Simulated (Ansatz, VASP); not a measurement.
# Two plane-wave programs on Ge

```
CELL_PARAMETERS angstrom
-1.63412 1.63412 1.63412
1.63412 -1.63412 1.63412
1.63412 1.63412 -1.63412
ATOMIC_POSITIONS crystal
Ge 0.00000 0.00000 0.00000
```

Alike in both runs: task single point; functional RPBE; k mesh 15 × 15 × 15; occupations fermi-dirac, width 0.1 eV; no spin polarisation.

```csv
,VASP,Ansatz
version,VASP 6.6.1,Ansatz 0.2.0
potentials or method,"VASP PAW PBE potentials, release 64 (Ge_d)","plane waves (420 eV) with PAW, scalar-relativistic"
plane-wave cutoff (eV),520,420
valence electrons in the cell,14,14
```

```csv
,VASP,Ansatz,Ansatz less VASP
pressure (GPa),9.3,9.3,+0.05
```

Caveats: the PAW data sets were made with another functional, which shifts forces and pressure a little (VASP).
